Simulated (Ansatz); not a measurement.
A run of Ansatz 0.2.0:

Contents of input.yaml:

```yaml
crystal:
  lattice:
    - [5.175256, 0.0, 0.0]
    - [0.0, 5.175256, 0.0]
    - [0.0, 0.0, 5.175256]
  atoms:
    - { symbol: Sn, position: [-0.00026, -0.0066, 0.010069] }
    - { symbol: Sn, position: [0.500686, 0.001981, 0.500051] }
    - { symbol: Sn, position: [0.506845, 0.505886, -0.000691] }
    - { symbol: Sn, position: [0.005656, 0.499148, 0.500565] }
    - { symbol: O, position: [0.667782, 0.835176, 0.164651] }
    - { symbol: O, position: [0.832106, 0.149843, 0.662246] }
    - { symbol: O, position: [0.161302, 0.658512, 0.847084] }
    - { symbol: O, position: [0.340242, 0.341064, 0.330589] }
    - { symbol: O, position: [0.662491, 0.660502, 0.655843] }
    - { symbol: O, position: [0.842857, 0.34446, 0.163727] }
    - { symbol: O, position: [0.149155, 0.83166, 0.341063] }
    - { symbol: O, position: [0.336595, 0.166696, 0.835656] }
kpoints:
  mp_grid: { grid: [5, 5, 5] }
scf:
  occupations: { method: fermi_dirac, width: 0.05 }
hamiltonian:
  xc: pbe
  pseudopotentials: { kind: all_electron, lapw: { basis_error: 0.001 } }
output:
  forces: true
  stress: true
  eigenvalues: true
  populations: true
```

Potentials or basis: all-electron LAPW, scalar-relativistic.

Run with:

```sh
$ ansatz run input.yaml --threads 8 --pin off --max-ram 24576MiB --backend cpu --events-out ev --progress --plain --runs-dir out
```

Hardware: 8 threads of Intel(R) Xeon(R) 6975P-C (Granite Rapids), with other jobs on the host.

Question: Estimate the wall time of this run.

Answer: It took 87 s on 8 threads of Intel(R) Xeon(R) 6975P-C (Granite Rapids), with other jobs on the host, peak memory 3.3 GiB. Counts: scf iterations 10, plane waves 2601, k points 63, bands 116.
